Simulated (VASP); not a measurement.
Wanted: the native input for a VASP 6.6.1 run.

* Task: relaxation of cell and atoms
* Functional: LDA
* Potentials or basis: VASP PAW LDA potentials, release 64 (Hf_pv, S)
* Cutoff: 400 eV
* k mesh: 12 × 12 × 6
* Occupations: gaussian, width 0.02 eV
* Spin: no spin polarisation
* Target pressure: 4 GPa
* Pressure (GPa): 4
* Further INCAR settings: ALGO = Normal; EDIFF = 1e-07; IBRION = 2; EDIFFG = -0.003; NSW = 40; ISIF = 3
* Target pressure: 4 GPa

The structure of HfS2 lies in POSCAR:

```
HfS2
1.0
    3.6396641800      0.0000000000      0.0000000000
   -1.8198320900      3.1520416411      0.0000000000
    0.0000000000      0.0000000000      6.0555624700
Hf S
1 2
Direct
    0.0000000000      0.0000000000      0.0000000000
    0.6666666700      0.3333333300      0.7639520500
    0.3333333300      0.6666666700      0.2360479500
```

The cell is a database's computed one.

These files were run (other wordings do the same):

INCAR

```
SYSTEM = HfS2
PREC = Accurate
ENCUT = 400
EDIFF = 1E-7
ISMEAR = 0
SIGMA = 0.02
LREAL = .FALSE.
LASPH = .TRUE.
NELM = 100
ALGO = Normal
ISIF = 3
LWAVE = .FALSE.
LCHARG = .FALSE.
IBRION = 2
NSW = 40
EDIFFG = -0.003
PSTRESS = 40
```

KPOINTS

```
Automatic mesh
0
G
  12 12 6
  0 0 0
```

Potentials or basis: VASP PAW LDA potentials, release 64 (Hf_pv, S).

Command:

```sh
$ cat potpaw_LDA.64/Hf_pv/POTCAR potpaw_LDA.64/S/POTCAR > POTCAR
$ mpirun -np 1 vasp_std > vasp.out
```

It gave:

| Item | Value |
| --- | --- |
| Relaxed volume | 19.12 Å³/atom |
| Relaxed cell | a = 3.496 Å, b = 3.496 Å, c = 5.420 Å, α = 90.00°, β = 90.00°, γ = 120.00° |
| Space group after relaxing (to 0.05 Å) | P-3m1 (No. 164) |
| Energy change on relaxing (the enthalpy is what falls) | -7.5 meV/atom |
| Ionic steps | 21 |
| Pressure after relaxing | 4.0 GPa |
| Band gap on the k mesh | 0.14 eV, indirect (least direct gap 1.23 eV) |

Caveat: the cell is relaxed towards a set pressure, so the enthalpy falls and the energy may rise; the volume moved by over 15 % at a fixed basis, so the end points are rough; spin-orbit coupling is left out, which moves the levels of the heavy elements.

It took 8 min on 1 thread of Intel(R) Xeon(R) Platinum 8488C (Sapphire Rapids), with other jobs on the host, peak memory 0.21 GiB.
